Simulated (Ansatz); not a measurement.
# Ba4Ti4O11: the cost of one run

Computed with Ansatz 0.2.0 (DFT, PBE, plane-wave PAW, default files, scalar-relativistic, as far as a step names no other, unless a step's input says otherwise).

### 1 Starting point

Symmetry: Cm, No. 8, monoclinic system. The conventional cell has a = 11.331 Å, b = 8.012 Å, c = 8.012 Å, α = 90.00°, β = 135.00°, γ = 90.00°. Ba (site symmetry 1) has 11 O at 2.83 Å as nearest neighbours. Ti (site symmetry m) is surrounded by 5 O at 1.92 to 2.09 Å. Around Ti (site symmetry m) lie 6 O at 2.00 Å. Ti (site symmetry m) is surrounded by 5 O at 2.00 Å. O (site symmetry m) has 2 Ti at 2.00 Å and 4 Ba at 2.83 Å as nearest neighbours. Only part of the 15 independent sites is listed.

As a file:

```xyz
19
Lattice="-4.0060 4.0060 4.0060 4.0060 -4.0060 4.0060 4.0060 4.0060 -4.0060" Properties=species:S:1:pos:R:3 pbc="T T T"
Ba    2.0030    2.0030    2.0030
Ba    2.0030    2.0030   -2.0030
Ba    2.0030   -2.0030    2.0030
Ba   -2.0030    2.0030    2.0030
Ti    0.0849    0.0849    0.0000
Ti    0.0000    0.0000    4.0060
Ti    0.0000    4.0060    0.0000
Ti    4.0060    0.0000    0.0000
O     2.0030    0.0000    4.0060
O     2.0030    4.0060    0.0000
O     6.0090    0.0000    0.0000
O     0.0000    2.0030    0.0000
O     0.0000    2.0030    4.0060
O     0.0000    6.0090    0.0000
O     4.0060    2.0030    0.0000
O     0.0000    0.0000    2.0030
O     0.0000    0.0000    6.0090
O     0.0000    4.0060    2.0030
O     4.0060    0.0000    2.0030
```

The vacant site is at (0.000, 0.250, 0.250) in fractional coordinates of the input's cell.

### 2 Relaxation of the positions

Input file input.yaml:

```yaml
crystal:
  lattice:
    - [-4.006, 4.006, 4.006]
    - [4.006, -4.006, 4.006]
    - [4.006, 4.006, -4.006]
  atoms:
    - { symbol: Ba, position: [0.5, 0.5, 0.5] }
    - { symbol: Ba, position: [0.0, 0.0, 0.5] }
    - { symbol: Ba, position: [0.0, 0.5, 0.0] }
    - { symbol: Ba, position: [0.5, 0.0, 0.0] }
    - { symbol: Ti, position: [0.0105907156, 0.0105907156, 0.0211814313], spin: 0.5 }
    - { symbol: Ti, position: [0.5, 0.5, 0.0] }
    - { symbol: Ti, position: [0.5, 0.0, 0.5] }
    - { symbol: Ti, position: [0.0, 0.5, 0.5], spin: 0.5 }
    - { symbol: O, position: [0.5, 0.75, 0.25] }
    - { symbol: O, position: [0.5, 0.25, 0.75] }
    - { symbol: O, position: [0.0, 0.75, 0.75] }
    - { symbol: O, position: [0.25, 0.0, 0.25] }
    - { symbol: O, position: [0.75, 0.5, 0.25] }
    - { symbol: O, position: [0.75, 0.0, 0.75] }
    - { symbol: O, position: [0.25, 0.5, 0.75] }
    - { symbol: O, position: [0.25, 0.25, 0.0] }
    - { symbol: O, position: [0.75, 0.75, 0.0] }
    - { symbol: O, position: [0.75, 0.25, 0.5] }
    - { symbol: O, position: [0.25, 0.75, 0.5] }
magnetization:
  spin_polarized: true
total_charge: 1
kpoints:
  mp_grid: { grid: [3, 3, 3] }
scf:
  occupations: { method: fermi_dirac, width: 0.01 }
hamiltonian:
  xc: pbe
  pseudopotentials: { kind: paw }
output:
  forces: true
  stress: true
  populations: true
  efg:
    quadrupole_moments_barn: { Ba: 0.236, Ti: 0.247, O: -0.02558 }
    contact_densities: true
relax:
  f_tol: 0.03
  max_steps: 40
```

Command:

```sh
$ ansatz run input.yaml --threads 4 --pin off --max-ram 8192MiB --backend cpu --events-out ev --progress --plain --runs-dir out
```

What time and memory should one allow on 4 threads of Intel Xeon Platinum 8488C (Sapphire Rapids), shared host?

About 93 s, with a peak of 1.3 GiB.
